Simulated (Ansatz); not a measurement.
Geometry optimisation in Ansatz: input, command and trajectory.

```yaml
crystal:
  lattice:
    - [2.8626901584, -1.6822034472, -0.4734177342]
    - [2.8626901584, 1.6822034472, -0.4734177342]
    - [-2.9426319915, 0.0, 6.052087008]
  atoms:
    - { symbol: Pb, position: [0.0, 0.0, 0.25] }
    - { symbol: Pb, position: [1.0, 1.0, 0.75] }
basis:
  ecutwfc: 420
kpoints:
  mp_grid: { grid: [14, 14, 8] }
hamiltonian:
  xc: pbe
  dispersion: d3bj
scf:
  occupations: { method: gaussian, width: 0.1 }
output:
  forces: true
  stress: true
  eigenvalues: true
relax:
  adjacent_minimum: "off"
  f_tol: 0.01
  max_steps: 30
  cell: { stress_tol: 0.1, fix: [volume] }
```

```bash
ansatz run input.yaml --threads 1 --pin off --max-ram 2560MiB --backend cpu --events-out ev --progress --plain --runs-dir out
```

Theory: DFT PBE+D3(BJ), scalar-relativistic, plane waves, PAW in Ansatz.

The volume is held at 0.88 times that of the relaxed cell.

Of 5 frames 4 are shown, positions in Å and forces in eV/Å; the SCF threshold varies from step to step. Steps run on the plane waves of an earlier cell, with a Pulay correction in the pressure. The basis is chosen afresh for the last frame, the zero of the energies, and at times for earlier ones too; energy and pressure step there, also at an unchanged geometry.

```xyz
2
Lattice="2.8627 -1.6822 -0.4734 2.8627 1.6822 -0.4734 -2.9426 0.0000 6.0521" Properties=species:S:1:pos:R:3:forces:R:3 pbc="T T T" step=1 free_energy_over_end_meV_per_atom=0.14 pressure_GPa=7.98
Pb   -0.7357    0.0000    1.5130    0.0000    0.0000    0.0000
Pb    3.5184    0.0000    3.5922    0.0000    0.0000    0.0000
2
Lattice="2.8667 -1.6798 -0.4726 2.8667 1.6798 -0.4726 -2.9451 0.0000 6.0513" Properties=species:S:1:pos:R:3:forces:R:3 pbc="T T T" step=2 free_energy_over_end_meV_per_atom=0.09 pressure_GPa=7.98
Pb   -0.7363    0.0000    1.5128    0.0000    0.0000    0.0000
Pb    3.5245    0.0000    3.5933    0.0000    0.0000    0.0000
2
Lattice="2.8771 -1.6747 -0.4647 2.8771 1.6747 -0.4647 -2.9416 0.0000 6.0374" Properties=species:S:1:pos:R:3:forces:R:3 pbc="T T T" step=3 free_energy_over_end_meV_per_atom=0.02 pressure_GPa=7.97
Pb   -0.7354    0.0000    1.5094    0.0000    0.0000    0.0000
Pb    3.5481    0.0000    3.5986    0.0000    0.0000    0.0000
2
Lattice="2.8871 -1.6720 -0.4568 2.8871 1.6720 -0.4568 -2.9385 0.0000 6.0172" Properties=species:S:1:pos:R:3:forces:R:3 pbc="T T T" step=5 free_energy_over_end_meV_per_atom=0.00 pressure_GPa=7.96
Pb   -0.7346    0.0000    1.5043    0.0000    0.0000    0.0000
Pb    3.5704    0.0000    3.5992    0.0000    0.0000    0.0000
```

The run took 97 s on 1 thread of Arm Neoverse V1, on a shared host, peak memory 0.61 GiB.

Spin–orbit coupling is left out, which can shift energies with elements as heavy as these.